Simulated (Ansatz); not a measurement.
The system is InSe.

```
CELL_PARAMETERS angstrom
4.04733 0.00000 0.00000
-2.02366 3.50509 0.00000
0.00000 0.00000 18.05206
ATOMIC_POSITIONS crystal
In 0.33333 0.66667 0.07739
In 0.33333 0.66667 0.92261
In 0.00000 0.00000 0.42261
In 0.00000 0.00000 0.57739
Se 0.33333 0.66667 0.35298
Se 0.33333 0.66667 0.64702
Se 0.66667 0.33333 0.14700
Se 0.66667 0.33333 0.85300
```

Measurements of this composition are mostly on another form, of space group No. 160.

Base run:

```yaml
Program: Ansatz 0.2.0
Functional: PBEsol
Potentials_or_basis: Ansatz PAW
Cutoff: "420 eV (not typed: the program's choice for these potentials)"
k_mesh: 6 × 6 × 2
Occupations: fermi-dirac, width 0.05 eV
Spin: no spin polarisation
```

Its results: band gap on the k mesh 0.64 eV, direct; pressure -0.8 GPa; largest force 0.060 eV/Å.

**Question.** The run is repeated on the same cell with these changes: functional from PBEsol to revPBE. What comes out?

**Answer.** Band gap on the k mesh 0.84 eV, direct; pressure 2.6 GPa; largest force 0.307 eV/Å.

revPBE binds less tightly than PBEsol, so the same cell stands under more pressure.

Caveats: spin-orbit coupling is left out, which moves the levels of the heavy elements; this functional lacks dispersion, which binds the layers, so the pressure and a relaxed spacing across them are unreliable; the PAW data sets come from PBE, with cores solved anew for the run's functional, which leaves a small shift of forces and pressure.
